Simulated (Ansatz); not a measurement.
The system is S.

```
CELL_PARAMETERS angstrom
5.40900 3.12289 1.42667
-5.40900 3.12289 1.42667
0.00000 -6.24578 1.42667
ATOMIC_POSITIONS crystal
S 0.85170 0.08270 0.74910
S 0.08270 0.74910 0.85170
S 0.74910 0.85170 0.08270
S 0.14830 0.91730 0.25090
S 0.91730 0.25090 0.14830
S 0.25090 0.14830 0.91730
```

This isn't the form of S at room conditions, which is orthorhombic, of S8 rings.

- Program: Ansatz 0.2.0
- Task: relaxation of cell and atoms
- Functional: PBEsol
- Potentials or basis: Ansatz PAW
- Cutoff: 420 eV (not typed: the program's choice for these potentials)
- k mesh: 7 × 7 × 7
- Occupations: fermi-dirac, width 0.05 eV
- Spin: no spin polarisation

At the start: volume 24.10 Å³/atom.

Question: Where does the relaxation end?

Answer: It ends after 8 steps and the volume is 22.87 Å³/atom (-5.1 %); space group R-3 (No. 148, to 0.05 Å).

Step by step:
```csv
step,energy change (eV),largest force (eV/Å),volume (Å³)
1,0.0000,0.3042,144.59
2,-0.0307,0.2473,137.42
3,-0.0478,0.0666,136.42
4,-0.0500,0.0068,135.43
5,-0.0503,0.0103,135.91
6,-0.0508,0.0066,137.03
7,-0.0508,0.0003,137.23
8,-0.0506,0.0003,137.23
```

Final structure:
```xyz
6
Lattice="5.2086 3.0072 1.4602 -5.2086 3.0072 1.4602 0.0000 -6.0143 1.4602" Properties=species:S:1:pos:R:3 pbc="T T T"
S     3.9547   -1.6194    2.4706
S    -3.3798   -2.6152    2.4706
S    -0.5749    4.2346    2.4706
S    -3.9547    1.6194    1.9101
S     3.3798    2.6152    1.9101
S     0.5749   -4.2346    1.9101
```

Caveat: the plane-wave basis is chosen anew once the cell has moved, so the energies of steps on either side of that aren't comparable; the PAW data sets come from PBE, with cores solved anew for the run's functional, which leaves a small shift of forces and pressure.
